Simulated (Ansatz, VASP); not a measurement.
# One calculation of Te, two programs

File INCAR:

```
SYSTEM = Te
PREC = Accurate
ENCUT = 520
EDIFF = 1E-6
ISMEAR = -1
SIGMA = 0.1
LREAL = .False.
LASPH = .True.
NELM = 80
ALGO = Normal
ISIF = 2
LWAVE = .False.
LCHARG = .False.
GGA = PS
NBANDS = 9
```

The input KPOINTS:

```
regular mesh
0
Gamma
  11 11 11
  0 0 0
```

The input POSCAR:

```
Te
1.0
    3.1923479952      0.0000000000      0.0000000000
    0.0000000000      3.1923479952      0.0000000000
    0.0000000000      0.0000000000      3.1923479952
Te
1
Direct
    0.0000000000      0.0000000000      0.0000000000
```

Input for Ansatz:

```yaml
crystal:
  lattice:
    - [3.1923479952, 0.0, 0.0]
    - [0.0, 3.1923479952, 0.0]
    - [0.0, 0.0, 3.1923479952]
  atoms:
    - { symbol: Te, position: [0.0, 0.0, 0.0] }
hamiltonian:
  xc: pbesol
  pseudopotentials:
    kind: paw
    azcp:
      Te: "pseudopotentials/Te.paw.azcp"
basis:
  ecutwfc: 420
  fft_grid_basis: typed
kpoints:
  mp_grid: { grid: [11, 11, 11], shift: [0, 0, 0] }
magnetization:
  spin_polarized: false
scf:
  occupations: { method: fermi_dirac, width: 0.1 }
  lower_state_search: "off"
output:
  stress: true
```

Alike in both runs: task single point; functional PBEsol; k mesh 11 × 11 × 11; occupations fermi-dirac, width 0.1 eV; no spin polarisation.

|  | VASP | Ansatz |
| --- | --- | --- |
| version | VASP 6.6.1 | Ansatz 0.2.0 |
| potentials or method | VASP PAW PBE potentials, release 64 (Te) | plane waves (420 eV) with PAW, scalar-relativistic |
| plane-wave cutoff (eV) | 520 | 420 |
| valence electrons in the cell | 6 | 16 |

```csv
,VASP,Ansatz,Ansatz less VASP
pressure (GPa),-2.1,-2.1,-0.03
```

The two sets of potentials don't hold the same shells in valence. Ansatz warned: «pseudo_functional_mismatch».

Caveats: the PAW data sets were made with another functional, which shifts forces and pressure a little (VASP). The runs have no spin-orbit coupling, so splittings on Te are missing.
